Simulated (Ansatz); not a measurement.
Al2O3 (Corundum): equation of state with BPBE

The system is Al2O3 (Corundum).

```xyz
10
Lattice="2.3803 1.3742 4.3319 -2.3803 1.3742 4.3319 0.0000 -2.7485 4.3319" Properties=species:S:1:pos:R:3 pbc="T T T"
Al    0.0000    0.0000   11.0743
Al    0.0000    0.0000    8.4191
Al    0.0000    0.0000    1.9213
Al    0.0000    0.0000    4.5765
O    -1.6503   -0.1099    5.4148
O     0.7300    1.4841    5.4148
O     0.9203   -1.3742    5.4148
O     1.6503    0.1099    7.5808
O    -0.7300   -1.4841    7.5808
O    -0.9203    1.3742    7.5808
```

```yaml
Program: Ansatz 0.2.0
Task: equation of state
Functional: BPBE
Potentials_or_basis: Ansatz PAW
Cutoff: 420 eV
Density_cutoff: 1680 eV
k_mesh: 7 × 7 × 7
Occupations: fermi-dirac, width 0.05 eV
Spin: no spin polarisation
```

- Equilibrium volume: 8.76 Å³/atom
- Bulk modulus at fixed shape and positions: 231 GPa
- Pressure derivative of the bulk modulus: 4.0

Energy against volume, from the lowest point:
```
volume (Å³/atom)  energy (meV/atom)
           7.992              56.30
           8.162              32.81
           8.332              16.00
           8.502               5.34
           8.672               0.17
           8.842               0.00
           9.012               4.39
```

All runs of the series together: 14 s on 2 threads of Intel(R) Xeon(R) 6975P-C (Granite Rapids) (shared host).

Caveat: the potentials were made for another functional, which shifts forces and pressure; the cell was scaled at fixed shape and fractional positions, which overstates the stiffness of a crystal with free parameters, most of all of layers and chains.
